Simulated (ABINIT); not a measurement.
Here is an ABINIT 10.8.3 (patched build) calculation.

Contents of run.abi:

```
pp_dirpath "./"
pseudos "Cd.upf, Se.upf"

acell 4.3 4.3 7.02 Angstrom
rprim
     1.0000000000     0.0000000000     0.0000000000
    -0.5000000000     0.8660254038     0.0000000000
     0.0000000000     0.0000000000     1.0000000000
ntypat 2
znucl 48 34
natom 4
typat 1 1 2 2
xcart
     4.0629111684     2.3457228563     6.6329386974
    -0.0000000004     4.6914457133     0.0000000000
     4.0629111684     2.3457228563    11.7403014945
    -0.0000000004     4.6914457133     5.1073627970

ecut 53.0

kptopt 1
ngkpt 6 6 3
nshiftk 1
shiftk 0.0 0.0 0.0

ixc 11

nband 44
occopt 3
tsmear 0.05 eV

nstep 100
tolvrs 1.0e-10

iomode 3
prtwf 0
prteig 0
prtebands 0
enunit 2
prtvol 2
prtden 1
prtvha 1
prtvclmb 1
prtpot 1
prtelf 1
```

Potentials or basis: PseudoDojo NC SR PBE v0.4.1 standard.

The run is started by

```sh
$ abinit run.abi > log 2>&1
```

Q: What does it give for the largest force?

A: 0.285 eV/Å.

Q: Estimate the band gap on the k mesh.

A: 0.70 eV, direct.

Forces in eV/Å, atoms in the order of the input:
```
Cd   0.000  0.000  0.285
Cd   0.000  0.000  0.285
Se   0.000  0.000 -0.285
Se   0.000  0.000 -0.285
```

**The experiment to reproduce.**

A printed reference work, data compilation reports, for a bulk crystal of CdSe at 2 K: band gap 1.841 eV.

Against the measured gap of CdSe, 1.841 eV (2 K; a printed reference work, data compilation), the calculated 0.70 eV is off by -1.14 eV. So large a miss can be the level of theory's own, or it may mean another phase, state or a wrong row. Spin-orbit coupling on Cd, Se is left out. The value is that of PBE, without temperature or zero-point motion. Semilocal functionals fall short of measured gaps as a rule.
